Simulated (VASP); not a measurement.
# CdSe (F-43m) in VASP: settings compared, part 2 of 2

VASP 6.6.1.

## 4. Relaxation of cell and atoms, LDA

File INCAR:

```
PREC     = Accurate       # precision mode
ENCUT    = 600            # plane-wave cutoff, eV
EDIFF    = 1E-6           # SCF threshold, eV
ISMEAR   = 0              # smearing method
SIGMA    = 0.03           # smearing width, eV
LREAL    = False          # projectors in reciprocal space
LASPH    = True           # aspherical terms in the spheres
NELM     = 80             # most SCF steps
ALGO     = Normal         # electronic algorithm
ISIF     = 3              # what is computed and relaxed
LWAVE    = False          # write WAVECAR
LCHARG   = False          # write CHGCAR
IBRION   = 2              # ionic algorithm
NSW      = 90             # ionic steps
EDIFFG   = -0.01          # ionic threshold
```

File KPOINTS:

```
Automatic mesh
0
Gamma
  8 8 8
```

File POSCAR:

```
CdSe
1.0
    0.0000000000      3.0702711986      3.0702711986
    3.0702711986      0.0000000000      3.0702711986
    3.0702711986      3.0702711986      0.0000000000
Cd Se
1 1
Direct
    0.0000000000      0.0000000000      0.0000000000
    0.7500000000      0.7500000000      0.7500000000
```

Potentials or basis: VASP PAW LDA potentials, release 64 (Cd, Se).

Command:

```console
$ cat potpaw_LDA.64/Cd/POTCAR potpaw_LDA.64/Se/POTCAR > POTCAR
$ mpirun -np 1 vasp_std > vasp.out
```

Wall time 35 s (1 thread of AMD EPYC 9R45 (Zen 5), shared host); peak memory 0.16 GiB.

The run converged. Its results:

```
Free energy                            : -6.7629 eV
Relaxed volume                         : 27.31 Å³/atom
Relaxed cell                           : a = 4.259 Å, b = 4.259 Å, c = 4.259 Å, α = 60.00°, β = 60.00°, γ = 60.00°
Space group after relaxing (to 0.05 Å) : F-43m (No. 216)
Energy gained by relaxing              : 15.8 meV/atom
Ionic steps                            : 3
Pressure after relaxing                : 0.0 GPa
Band gap on the k mesh                 : 0.42 eV, direct
```

Step by step:
| step | energy change (eV) | largest force (eV/Å) | pressure (GPa) | volume (Å³) |
| --- | --- | --- | --- | --- |
| 1 | 0.0000 | 0.0000 | -2.93 | 57.88 |
| 2 | -0.0278 | 0.0000 | 1.18 | 53.56 |
| 3 | -0.0316 | 0.0000 | -0.01 | 54.61 |

Final structure:
```
CELL_PARAMETERS angstrom
0.00000 3.01130 3.01130
3.01130 0.00000 3.01130
3.01130 3.01130 0.00000
ATOMIC_POSITIONS crystal
Cd 0.00000 0.00000 0.00000
Se 0.75000 0.75000 0.75000
```

Levels at points of the mesh, in eV from the valence-band top:
```tsv
k point	band 5	band 6	band 7	band 8	band 9	band 10	band 11	band 12	band 13
(0.00, 0.00, 0.00)	-7.65	-7.65	0.00	0.00	0.00	0.42	5.79	5.79	5.79
(0.50, 0.00, 0.00)	-7.62	-7.33	-4.66	-0.81	-0.81	2.23	6.32	6.32	7.28
(0.50, 0.50, 0.00)	-7.58	-7.27	-4.30	-1.99	-1.99	2.88	3.64	9.02	10.20
```

As with any semilocal functional, this LDA gap is likely too small.

## 5. Relaxation of cell and atoms, LDA

This run uses another cell than the first one, of 27.31 Å³/atom, 0.943 times its volume.

INCAR: that of step 4 with these lines changed.

```diff
@@ -2,3 +2,3 @@
 ENCUT    = 600            # plane-wave cutoff, eV
-EDIFF    = 1E-6           # SCF threshold, eV
+EDIFF    = 1E-7           # SCF threshold, eV
 ISMEAR   = 0              # smearing method
@@ -14,2 +14,2 @@
 NSW      = 90             # ionic steps
-EDIFFG   = -0.01          # ionic threshold
+EDIFFG   = -0.005         # ionic threshold
```

KPOINTS is that of step 4.

File POSCAR:

```
CdSe                                    
1.0
    0.0000000000      3.0112966499      3.0112966499
    3.0112966499      0.0000000000      3.0112966499
    3.0112966499      3.0112966499     -0.0000000000
  Cd              Se            
     1     1
Direct
     0.0000000000000000    0.0000000000000000    0.0000000000000000
     0.7500000000000000    0.7500000000000000    0.7500000000000000
```

Potentials or basis: VASP PAW LDA potentials, release 64 (Cd, Se).

Command:

```console
$ cat potpaw_LDA.64/Cd/POTCAR potpaw_LDA.64/Se/POTCAR > POTCAR
$ mpirun -np 1 vasp_std > vasp.out
```

OUTCAR:

```text
PREC = Accurate
   ENCUT = 600
   EDIFF = 1E-7
   ISMEAR = 0
   LREAL = False
   LASPH = True
   NELM = 80
   ISIF = 3
   IBRION = 2
   NSW = 90
   EDIFFG = -0.005

 ion  position               nearest neighbor table
   1  0.000  0.000  0.000-   2 2.61   2 2.61   2 2.61   2 2.61
   2  0.750  0.750  0.750-   1 2.61   1 2.61   1 2.61   1 2.61

  LATTYP: Found a face centered cubic cell.
 ALAT       =     6.0225932998

  Lattice vectors:

 A1 = (   0.0000000000,   3.0112966499,   3.0112966499)
 A2 = (   3.0112966499,   0.0000000000,   3.0112966499)
 A3 = (   3.0112966499,   3.0112966499,   0.0000000000)

Analysis of symmetry for initial positions (statically):
=====================================================================
 Subroutine PRICEL returns:
 Original cell was already a primitive cell.

 Routine SETGRP: Setting up the symmetry group for a
 face centered cubic supercell.

 Subroutine GETGRP returns: Found 24 space group operations
 (whereof 24 operations were pure point group operations)
 out of a pool of 48 trial point group operations.

The static configuration has the point symmetry T_d .

Analysis of symmetry for dynamics (positions and initial velocities):
=====================================================================
 Subroutine PRICEL returns:
 Original cell was already a primitive cell.

 Routine SETGRP: Setting up the symmetry group for a
 face centered cubic supercell.

 Subroutine GETGRP returns: Found 24 space group operations
 (whereof 24 operations were pure point group operations)
 out of a pool of 48 trial point group operations.

The dynamic configuration has the point symmetry T_d .

 Subroutine INISYM returns: Found 24 space group operations
 (whereof 24 operations are pure point group operations),
 and found     1 'primitive' translations

----------------------------------------------------------------------------------------

[... 118 lines left out ...]
   LHFCALC =     F    Hartree Fock is set to
   AEXX    =    0.0000 exact exchange contribution
   IVDW    =     0    specifies the selected vdW correction
   LEPSILON=     F    determine dielectric tensor
   LRPA    =     F    only Hartree local field effects (RPA)
 conjugate gradient relaxation of ions
 non-spin polarized calculation
 Gauss-broadening in eV      SIGMA  =   0.03
  energy-cutoff  :      600.00
  volume of cell :       54.61
 maximum number of plane-waves:      1847
 NGX is ok and might be reduce to    36
   NGX = 17   NGY = 17   NGZ = 17

 number of electron      18.0000003 magnetization

 Free energy of the ion-electron system (eV)
  ---------------------------------------------------
  ext. energy  EPLUGINS =         0.00000000
  ---------------------------------------------------
  free energy    TOTEN  =        -6.76191018 eV

  energy without entropy =       -6.76191018  energy(sigma->0) =       -6.76191018

 E-fermi :   1.1955     XC(G=0):  -9.4218

 val. band max:        1.0590638051   @ k =   0.0000   0.0000   0.0000
 cond. band min:       1.4821682866   @ k =   0.0000   0.0000   0.0000
 fundamental gap:      0.4231044815
 Fermi energy:         1.1955143322

 k-point     1 :       0.0000    0.0000    0.0000
  band No.  band energies     occupation
      1     -11.7592      2.00000
      2      -7.0021      2.00000
      3      -7.0021      2.00000
      4      -7.0021      2.00000
      5      -6.5897      2.00000
      6      -6.5897      2.00000
      7       1.0591      2.00000
      8       1.0591      2.00000
      9       1.0591      2.00000
     10       1.4822      0.00000
     11       6.8541      0.00000
     12       6.8541      0.00000
     13       6.8541      0.00000
[... 354 lines left out ...]
  band No.  band energies     occupation
      1     -11.2888      2.00000
      2      -6.8618      2.00000
      3      -6.8326      2.00000
      4      -6.6141      2.00000
      5      -6.5726      2.00000
      6      -6.1785      2.00000
      7      -3.3292      2.00000
      8      -1.0738      2.00000
      9      -0.2610      2.00000
     10       4.8480      0.00000
     11       6.3331      0.00000
     12       7.8159      0.00000
     13       8.9857      0.00000

 [... further k-points ...]
[... 5 lines left out ...]
  --------------------------------------------------------------------------------------
  -------------------------------------------------------------------------------------
  Total        0.0035409      0.0035409      0.0035409      0.0000000      0.0000000      0.0000000
  in kB        0.1038796      0.1038796      0.1038796      0.0000000      0.0000000      0.0000000
  external PRESSURE =       0.1038796 kB  Pullay stress =       0.0000000 kB

 VOLUME and BASIS-vectors are now :
 -----------------------------------------------------------------------------
  energy-cutoff  :      600.00
  volume of cell :       54.61
      direct lattice vectors                 reciprocal lattice vectors
     0.000000000  3.011296650  3.011296650    -0.166041429  0.166041429  0.166041429
     3.011296650  0.000000000  3.011296650     0.166041429 -0.166041429  0.166041429
     3.011296650  3.011296650  0.000000000     0.166041429  0.166041429 -0.166041429

 POSITION                                       TOTAL-FORCE (eV/Angst)
 -----------------------------------------------------------------------------------
      0.00000      0.00000      0.00000         0.000000      0.000000      0.000000
      4.51694      4.51694      4.51694        -0.000000     -0.000000     -0.000000
 -----------------------------------------------------------------------------------
    total drift:                               -0.000000     -0.000000     -0.000000

  FREE ENERGIE OF THE ION-ELECTRON SYSTEM (eV)
  ---------------------------------------------------
  free  energy   TOTEN  =        -6.7619101773 eV

  energy  without entropy=       -6.7619101773  energy(sigma->0) =       -6.76191018

 reached required accuracy - stopping structural energy minimisation
```

CONTCAR:

```text
CdSe
   1.00000000000000
     0.0000000000000000    3.0112966498999998    3.0112966498999998
     3.0112966498999998    0.0000000000000000    3.0112966498999998
     3.0112966498999998    3.0112966498999998    0.0000000000000000
  Cd              Se
     1     1
Direct
     0.0000000000000000    0.0000000000000000    0.0000000000000000
     0.7500000000000000    0.7500000000000000    0.7500000000000000

  0.00000000E+00  0.00000000E+00  0.00000000E+00
  0.00000000E+00  0.00000000E+00  0.00000000E+00
```

It took 17 s on 1 thread of AMD EPYC 9R45 (Zen 5), shared host; peak memory 0.15 GiB.

Results:

| Property | Result |
| --- | --- |
| Free energy | -6.7619 eV |
| Pressure after relaxing | 0.0 GPa |
| Band gap on the k mesh | 0.42 eV, direct |

Final structure:
```
Cd Se
1.0
     0.00000    3.01130    3.01130
     3.01130    0.00000    3.01130
     3.01130    3.01130    0.00000
Cd Se
1 1
Direct
  0.00000 0.00000 0.00000
  0.75000 0.75000 0.75000
```

Levels at points of the mesh, in eV from the valence-band top:
```
           k point  band 6  band 7  band 8  band 9  band 10  band 11  band 12  band 13
(0.00, 0.00, 0.00)   -7.65    0.00    0.00    0.00     0.42     5.79     5.79     5.79
(0.50, 0.00, 0.00)   -7.33   -4.66   -0.81   -0.81     2.23     6.32     6.32     7.28
(0.50, 0.50, 0.00)   -7.27   -4.30   -1.99   -1.99     2.88     3.64     9.02    10.20
```

Caveat: the relaxation stopped at its first step, so nothing moved.

## 6. Relaxation of cell and atoms, PBEsol

INCAR: that of step 5 with these lines changed.

```diff
@@ -2,3 +2,3 @@
 ENCUT    = 600            # plane-wave cutoff, eV
-EDIFF    = 1E-7           # SCF threshold, eV
+EDIFF    = 1E-6           # SCF threshold, eV
 ISMEAR   = 0              # smearing method
@@ -12,4 +12,6 @@
 LCHARG   = False          # write CHGCAR
+GGA      = PS             # functional
 IBRION   = 2              # ionic algorithm
 NSW      = 90             # ionic steps
-EDIFFG   = -0.005         # ionic threshold
+EDIFFG   = -0.01          # ionic threshold
+KPAR     = 4
```

KPOINTS is that of step 5.

File POSCAR:

```
CdSe
1.0
    0.0000000000      3.0702711986      3.0702711986
    3.0702711986      0.0000000000      3.0702711986
    3.0702711986      3.0702711986      0.0000000000
Cd Se
1 1
Direct
    0.0000000000      0.0000000000      0.0000000000
    0.7500000000      0.7500000000      0.7500000000
```

Potentials or basis: VASP PAW PBE potentials, release 64 (Cd, Se).

Command:

```console
$ cat potpaw_PBE.64/Cd/POTCAR potpaw_PBE.64/Se/POTCAR > POTCAR
$ mpirun -np 4 vasp_std > vasp.out
```

It took 17 s on 4 MPI ranks of Intel Xeon Platinum 8488C (Sapphire Rapids), shared host; peak memory 0.22 GiB.

It converged, with:

```yaml
Free_energy: -6.1778 eV
Relaxed_volume: 28.27 Å³/atom
Relaxed_cell: a = 4.308 Å, b = 4.308 Å, c = 4.308 Å, α = 60.00°, β = 60.00°, γ = 60.00°
Space_group_after_relaxing_to_0.05_Å: F-43m (No. 216)
Energy_gained_by_relaxing: 2.5 meV/atom
Ionic_steps: 3
Pressure_after_relaxing: 0.0 GPa
Band_gap_on_the_k_mesh: 0.47 eV, direct
```

Step by step:
```tsv
step	energy change (eV)	largest force (eV/Å)	pressure (GPa)	volume (Å³)
1	0.0000	0.0000	-1.15	57.88
2	-0.0045	0.0000	0.33	56.16
3	-0.0049	0.0000	0.02	56.53
```

Final structure:
```cif
data_structure
_symmetry_space_group_name_H-M 'P 1'
_symmetry_Int_Tables_number 1
_cell_length_a 4.3080
_cell_length_b 4.3080
_cell_length_c 4.3080
_cell_angle_alpha 60.000
_cell_angle_beta 60.000
_cell_angle_gamma 60.000
_cell_volume 56.53
loop_
_atom_site_label
_atom_site_type_symbol
_atom_site_fract_x
_atom_site_fract_y
_atom_site_fract_z
_atom_site_occupancy
Cd1 Cd 0.00000 0.00000 0.00000 1
Se1 Se 0.75000 0.75000 0.75000 1
```

Levels at points of the mesh, in eV from the valence-band top:
```csv
k point,band 5,band 6,band 7,band 8,band 9,band 10,band 11,band 12,band 13
"(0.00, 0.00, 0.00)",-7.52,-7.52,0.00,0.00,0.00,0.47,5.85,5.85,5.85
"(0.50, 0.00, 0.00)",-7.50,-7.23,-4.42,-0.75,-0.75,2.28,6.36,6.36,7.27
"(0.50, 0.50, 0.00)",-7.46,-7.17,-4.11,-1.86,-1.86,3.01,3.67,8.96,10.10
```

Caveat: the PAW data sets were made with another functional, which shifts forces and pressure a little.
